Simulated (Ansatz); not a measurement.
Take a crystal in which Sr has been replaced by Be on all its sites, with the cell rescaled by a rough guess (in some cases also distorted within its space group) and nothing relaxed:

```cif
data_structure
_symmetry_space_group_name_H-M 'P 1'
_symmetry_Int_Tables_number 1
_cell_length_a 2.9213
_cell_length_b 2.9213
_cell_length_c 7.0866
_cell_angle_alpha 99.976
_cell_angle_beta 99.976
_cell_angle_gamma 59.914
_cell_volume 51.27
loop_
_atom_site_label
_atom_site_type_symbol
_atom_site_fract_x
_atom_site_fract_y
_atom_site_fract_z
_atom_site_occupancy
Be1 Be 0.00000 0.00000 0.50000 1
Be2 Be 0.22061 0.22061 0.16956 1
Be3 Be 0.77939 0.77939 0.83044 1
```

Level of theory: DFT PBE, scalar-relativistic, plane waves, PAW (Ansatz 0.2.0).

Settings: cutoff 420 eV, Γ-centred mesh 16×16×6 on the computed 3-atom cell, Gaussian smearing of 0.10 eV; no spin polarisation.

Question: What pressure does the cell carry?

Answer: The pressure is -24.5 GPa (positive in compression), so the cell would contract.

Question: Is it a metal on this mesh?

Answer: Yes, a band crosses the Fermi level.

This form isn't the element's structure at ambient conditions.